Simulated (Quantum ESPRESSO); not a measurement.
# Ru (P6_3/mmc) in Quantum ESPRESSO: notebook, part 3 of 4

Quantum ESPRESSO 7.5. The steps go on from the part before.

## (5) Hubbard U by linear response, LDA+U

pw.in

```
&CONTROL
  calculation = 'scf'
  prefix = 'pwscf'
  outdir = './tmp'
  pseudo_dir = './pseudo'
  tprnfor = .true.
  tstress = .true.
  disk_io = 'low'
/
&SYSTEM
  ibrav = 0
  celldm(1) = 8
  nat = 2
  ntyp = 1
  ecutwfc = 88
  nbnd = 27
  occupations = 'smearing'
  smearing = 'mv'
  degauss = 0.00999582
/
&ELECTRONS
  conv_thr = 4d-10
  electron_maxstep = 120
  mixing_beta = 0.3
/
ATOMIC_SPECIES
Ru   101.0700 Ru.upf
CELL_PARAMETERS alat
  0.6391526185016   0.0000000000000   0.0000000000000
 -0.3195763092508   0.5535224045272   0.0000000000000
  0.0000000000000   0.0000000000000   1.0114522866294
ATOMIC_POSITIONS crystal
Ru     0.6666666667    0.3333333333    0.7500000000
Ru     0.3333333333    0.6666666667    0.2500000000
K_POINTS automatic
8 8 4 0 0 0
HUBBARD {ortho-atomic}
U Ru-4d 0.0001
```

scf2.in

```
&CONTROL
  calculation = 'scf'
  prefix = 'pwscf'
  outdir = './tmp'
  pseudo_dir = './pseudo'
  tprnfor = .true.
  tstress = .true.
  disk_io = 'low'
/
&SYSTEM
  ibrav = 0
  celldm(1) = 8
  nat = 2
  ntyp = 1
  ecutwfc = 88
  nbnd = 27
  occupations = 'smearing'
  smearing = 'mv'
  degauss = 0.00999582
/
&ELECTRONS
  conv_thr = 1d-13
  electron_maxstep = 120
  mixing_beta = 0.3
  startingpot = 'file'
  startingwfc = 'file'
/
ATOMIC_SPECIES
Ru   101.0700 Ru.upf
CELL_PARAMETERS alat
  0.6391526185016   0.0000000000000   0.0000000000000
 -0.3195763092508   0.5535224045272   0.0000000000000
  0.0000000000000   0.0000000000000   1.0114522866294
ATOMIC_POSITIONS crystal
Ru     0.6666666667    0.3333333333    0.7500000000
Ru     0.3333333333    0.6666666667    0.2500000000
K_POINTS automatic
8 8 4 0 0 0
HUBBARD {ortho-atomic}
U Ru-4d 0.0001
```

hp.in

```
&INPUTHP
  prefix = 'pwscf'
  outdir = './tmp'
  nq1 = 2
  nq2 = 2
  nq3 = 2
  conv_thr_chi = 1d-06
  niter_max = 80
  iverbosity = 1
  alpha_mix(1) = 0.15
/
```

Potentials or basis: PseudoDojo 0.4.1 SR LDA standard.

Started as:

```
> OMP_NUM_THREADS=1 pw.x -in pw.in > pw.out
> OMP_NUM_THREADS=1 pw.x -in scf2.in > scf2.out
> OMP_NUM_THREADS=1 hp.x -in hp.in > hp.out
```

pw.out:

```text
This program is part of the open-source Quantum ESPRESSO suite
     for quantum simulation of materials; please cite
[... 9 lines left out ...]
     --------------------
     sticks:   dense  smooth     PW     G-vecs:    dense   smooth      PW
     Sum         637     637    199                20377    20377    3357

     Using Slab Decomposition

     bravais-lattice index     =            0
     lattice parameter (alat)  =       8.0000  a.u.
     unit-cell volume          =     183.2125 (a.u.)^3
     number of atoms/cell      =            2
     number of atomic types    =            1
     number of electrons       =        32.00
     number of Kohn-Sham states=           27
     kinetic-energy cutoff     =      88.0000  Ry
     charge density cutoff     =     352.0000  Ry
     scf convergence threshold =      4.0E-10
     mixing beta               =       0.3000
     number of iterations used =            8  plain     mixing
     Exchange-correlation= SLA  PW   NOGX NOGC
                           (   1   4   0   0   0   0   0)
     Hubbard projectors: ortho-atomic
     Hubbard parameters of DFT+U (Dudarev formulation) in eV:
     U(Ru-4d) =  0.0001

     Internal variables: lda_plus_u =T, lda_plus_u_kind = 0

     Internal variables: orbital_resolved =F, hub_pot_fix =F, apply_U = F

     celldm(1)=   8.000000  celldm(2)=   0.000000  celldm(3)=   0.000000
     celldm(4)=   0.000000  celldm(5)=   0.000000  celldm(6)=   0.000000

     crystal axes: (cart. coord. in units of alat)
               a(1) = (   0.639153   0.000000   0.000000 )
               a(2) = (  -0.319576   0.553522   0.000000 )
[... 343 lines left out ...]

          k = 0.0000-0.9033 0.0000 (  2538 PWs)   bands (ev):

   -49.4364 -49.3687 -19.9680 -19.7745 -19.6970 -19.4467 -19.3221 -19.1611
    17.2224  17.8579  17.9848  20.3440  21.2925  21.5773  21.8470  24.8370
    25.2575  25.3094  27.4607  29.4918  34.4194  35.3050  36.3811  37.8142
    38.4696  41.6417  44.3038

          k = 0.0000-0.9033 0.2472 (  2550 PWs)   bands (ev):

   -49.4265 -49.3786 -20.0618 -19.9039 -19.5160 -19.4056 -19.2717 -19.2037
    17.0802  17.4993  19.1365  19.2083  20.8690  21.9624  24.1472  24.1712
    24.9948  25.2096  26.3313  28.7612  34.0564  34.4002  37.9213  38.6521
    39.9954  43.0519  43.5117

          k = 0.0000-0.9033-0.4943 (  2528 PWs)   bands (ev):

   -49.4025 -49.4025 -20.0600 -20.0600 -19.3126 -19.3126 -19.3054 -19.3054
    17.3037  17.3037  18.8399  18.8399  22.3150  22.3150  23.8286  23.8286
    25.0929  25.0929  26.7757  26.7757  33.8821  33.8821  40.2090  40.2090
    41.0366  41.0366  45.2857
[... 101 lines left out ...]
   -49.3913 -49.3913 -19.9508 -19.9508 -19.5984 -19.5984 -19.2197 -19.2197
    18.3466  18.3466  19.4283  19.4283  20.6935  20.6935  22.3840  22.3840
    24.7054  24.7054  30.7111  30.7111  34.2049  34.2049  35.8918  35.8918
    42.8283  42.8283  46.2787

     the Fermi energy is    23.3278 ev

!    total energy              =    -404.52848713 Ry
     estimated scf accuracy    <          4.0E-11 Ry
     smearing contrib. (-TS)   =       0.00025577 Ry
     internal energy E=F+TS    =    -404.52874290 Ry

     The total energy is F=E-TS. E is the sum of the following terms:
     one-electron contribution =     -65.10212791 Ry
     hartree contribution      =      56.59251567 Ry
     xc contribution           =     -68.03473275 Ry
     ewald contribution        =    -327.98441288 Ry
     Hubbard energy            =       0.00001498 Ry

     convergence has been achieved in  10 iterations

     Forces acting on atoms (cartesian axes, Ry/au):

     atom    1 type  1   force =     0.00000000    0.00000000    0.00000000
     atom    2 type  1   force =     0.00000000    0.00000000    0.00000000

     Total force =     0.000000     Total SCF correction =     0.000000

     Computing stress (Cartesian axis) and pressure

          total   stress  (Ry/bohr**3)                   (kbar)     P=     -116.95
  -0.00074704  -0.00000000   0.00000000         -109.89       -0.00        0.00
  -0.00000000  -0.00074704  -0.00000000           -0.00     -109.89       -0.00
   0.00000000   0.00000000  -0.00089104            0.00        0.00     -131.08

=------------------------------------------------------------------------------=
   JOB DONE.
=------------------------------------------------------------------------------=
```

hp.out:

```text
This program is part of the open-source Quantum ESPRESSO suite
     for quantum simulation of materials; please cite
         "P. Giannozzi et al., J. Phys.:Condens. Matter 21 395502 (2009);
         "P. Giannozzi et al., J. Phys.:Condens. Matter 29 465901 (2017);
         "P. Giannozzi et al., J. Chem. Phys. 152 154105 (2020);
     in publications or presentations arising from this work. More details at

[... 638 lines left out ...]

     PRINTING TIMING FROM HP ROUTINES:

     PRINTING TIMING FROM LR MODULE:

=------------------------------------------------------------------------------=
   JOB DONE.
=------------------------------------------------------------------------------=
```

It took 14 min on 1 thread of AMD EPYC 7R43 (Zen 3), shared host; peak memory 0.08 GiB.

What came out:

* Free energy: -5503.8905 eV
* Pressure: -11.7 GPa
* Band gap on the k mesh: none (metal or under the smearing width)
* Hubbard U from linear response: 3.83, 3.83 eV

Eigenvalues of the final occupation matrices:
| site | spin | trace | eigenvalues |
| --- | --- | --- | --- |
| Ru 1 4d | each | 3.57 | 0.71 0.71 0.71 0.72 0.72 |
| Ru 2 4d | each | 3.57 | 0.71 0.71 0.71 0.72 0.72 |

Hubbard U from linear response:
```
site  manifold  U (eV)
   1     Ru-4d    3.83
   2     Ru-4d    3.83
```
On the first site the bare response is -1.091 and the screened one -0.203 eV⁻¹.

Caveat: the k mesh is coarse (spacing up to 0.37 Å⁻¹), so the values aren't converged; U without spin polarisation on a metal has little footing; the U is typed as a test and isn't derived for this compound.

(Continued in part 4 of 4.)
